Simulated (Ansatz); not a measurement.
input.yaml

```yaml
crystal:
  lattice:
    - [0.0, 2.3095, 2.3095]
    - [2.3095, 0.0, 2.3095]
    - [2.3095, 2.3095, 0.0]
  atoms:
    - { symbol: Li, position: [0.25, 0.25, 0.25] }
    - { symbol: Li, position: [0.7625395107, 0.7351915999, 0.7516237281] }
    - { symbol: O, position: [0.0, 0.0, 0.0] }
basis:
  ecutwfc: 420
kpoints:
  mp_grid: { grid: [8, 8, 8] }
hamiltonian:
  xc: pbe
scf:
  occupations: { method: gaussian, width: 0.02 }
output:
  forces: true
  stress: true
  eigenvalues: true
  populations: true
```

It can be run as
```bash
ansatz run input.yaml --threads 1 --pin off --backend cpu --events-out ev --progress --plain --runs-dir out  # memory cap (--max-ram) not shown
```

Level of theory: DFT PBE, scalar-relativistic, plane waves, PAW in Ansatz 0.2.0.

From the run's log, abridged (iterations and final results):

```
SCF iter   1: F=—  HF=-979.857880 eV  |F-HF|=—  |Δ(HF+E_count)|=         —  Δρ=5.11e-4  dr2=1.21e-5  ethr=1.77e-3  ⟨swp⟩=5.9  Hψ=14876  notcnv=0
SCF iter   2: F=—  HF=-979.857860 eV  |F-HF|=—  |Δ(HF+E_count)|=   2.00e-5  Δρ=5.83e-4  dr2=6.52e-5  ethr=1.01e-7  ⟨swp⟩=2.6  Hψ=6142  notcnv=0
SCF iter   3: F=—  HF=-979.857866 eV  |F-HF|=—  |Δ(HF+E_count)|=   5.92e-6  Δρ=2.57e-4  dr2=1.25e-5  ethr=1.01e-7  ⟨swp⟩=2.0  Hψ=3640  notcnv=0
SCF iter   4: F=—  HF=-979.857873 eV  |F-HF|=—  |Δ(HF+E_count)|=   7.13e-6  Δρ=4.30e-5  dr2=2.09e-7  ethr=1.01e-7  ⟨swp⟩=2.2  Hψ=3494  notcnv=0
SCF iter   5: F=-979.857873 eV  HF=-979.857873 eV  |F-HF|=1.27e-8  |Δ(HF+E_count)|=   1.54e-8  Δρ=9.71e-6  dr2=1.70e-8  ethr=1.74e-9  ⟨swp⟩=2.3  Hψ=3463  notcnv=0
SCF iter   6: F=-979.857873 eV  HF=-979.857873 eV  |F-HF|=1.50e-9  |Δ(HF+E_count)|=   2.82e-9  Δρ=3.14e-6  dr2=1.92e-9  ethr=1.42e-10  ⟨swp⟩=2.0  Hψ=7285  notcnv=0
SCF 1 converged in 6 iterations: F = -979.857873 eV  dr2 = 1.92e-9
SCF converged after 6 iterations
Free energy (F): -979.857873 eV
Harris-Foulkes:  -979.857873 eV  (|F-HF|=1.50e-9)
Internal energy: -979.857873 eV  (E = F + TS)
E sigma→0 (E₀):  -979.857873 eV
Fermi energy:    5.447418 eV
--- Per-component energies (eV) ---
  E_band       = -173.692675
  E_kinetic    = 222.684206
  E_local      = -568.146093  (includes V_loc(G=0)·N_el)
  E_nonlocal   = -18.081213
  E_hartree    = 187.900511
  E_xc         = -97.568282
  E_vxc        = -124.864876  (∫ρ·V_xc dr)
  E_paw        = -200.224748  (= ΣΔE_a)
  E_vpaw       = -61.087457  (= ΣTr[D̂ρ^β])
  E_aug_tail   = 0.002607  (compensation charges beyond the density's cutoff)
  E_ewald      = -506.424861
  E_smearing   =  0.000000  (= −TS)
--- Forces (eV/Å), atoms counted from 1 ---
  atom   1  Li    -0.06818825     0.07327024    -0.01216755
  atom   2  Li     0.14572661    -0.15626360     0.03490508
  atom   3  O     -0.07753827     0.08299327    -0.02273588
--- Stress (GPa, compression-positive) ---
        0.442336      -0.017343       0.018980
       -0.017343       0.447520      -0.018203
        0.018978      -0.018200       0.409832
  P = ⅓ Tr σ = 0.4332 GPa (4.332 kbar)
--- Band table (eV; the first three rows and the last of 260) ---
  k-point 0: bands = ["-40.0243", "-39.6931", "-12.5097", "2.8856", "2.9380", "2.9709", "8.1996", "14.8752", "14.8820", "14.8918"]
  k-point 1: bands = ["-40.0097", "-39.7039", "-12.4797", "2.4238", "2.8227", "2.8948", "8.6198", "14.8783", "15.0854", "15.1259"]
  k-point 2: bands = ["-39.9691", "-39.7354", "-12.4035", "1.3819", "2.6561", "2.7347", "9.6223", "14.6559", "15.2844", "15.4261"]
  k-point 259: bands = ["-39.8471", "-39.8445", "-12.2866", "0.1647", "2.4438", "2.5303", "12.1492", "12.7470", "14.8890", "15.1340"]
--- Löwdin populations: 3 sites ---
  site symbol q [e]
     0     Li      2.2791
     1     Li      2.2790
     2      O      7.2851
  spilling = 0.013064 (of n_electrons = 12.000000)
```

The run converged.